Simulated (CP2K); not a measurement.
Runs of CP2K 2026.2 on ZnO (zincite). Symmetry: P6_3mc, No. 186, hexagonal system. The conventional cell has a = 3.249 Å, b = 3.249 Å, c = 5.206 Å, α = 90.00°, β = 90.00°, γ = 120.00°. Zn (site symmetry 3m) has 4 O at 1.97 to 1.98 Å as nearest neighbours. O (site symmetry 3m) has 4 Zn at 1.97 to 1.98 Å as nearest neighbours. 

```csv
task,level,potentials or basis,smearing,EPS_DEFAULT,NGRIDS,points a segment of the path (NPOINTS),bands added on the path,MPI ranks,pressure (GPa),largest force (eV/Å)
band structure,LDA,"GTH_POTENTIALS Zn GTH-PADE-q12, O GTH-PADE-q6; TZVP-MOLOPT-PBE-GTH basis",fermi-dirac 0.1 eV,1.0E-9,4,8,6,4,-5.5,(a)
band structure,r2SCAN,"POTENTIAL_UZH Zn GTH-SCAN-q12, O GTH-SCAN-q6; TZVP-MOLOPT-SCAN-GTH basis",fermi-dirac 0.05 eV,1.0E-10,4,10,4,2,-0.4,0.06
single point,PBEsol,"POTENTIAL_UZH Zn GTH-PBE-q12, O GTH-PBE-q6; TZVP-MOLOPT-PBE-GTH basis",fermi-dirac 0.05 eV,1.0E-10,5,-,-,4,0.4,-
band structure,r2SCAN,"POTENTIAL_UZH Zn GTH-SCAN-q12, O GTH-SCAN-q6; TZVP-MOLOPT-SCAN-GTH basis",fermi-dirac 0.1 eV,1.0E-9,5,8,4,4,-0.4,0.06
```

Alike in all rows: no spin polarisation; cell as given; k mesh 9 × 9 × 5.

Task: Fill in the values left out.

Result: (a) 0.05.

Caveats: the basis of atomic orbitals isn't converged, which shifts pressures, moduli and gaps; the forces don't sum to zero, a sign of grid noise (some runs); the potentials were made for another functional, which shifts forces and pressure (some runs).

Not every run made on this cell is shown here.
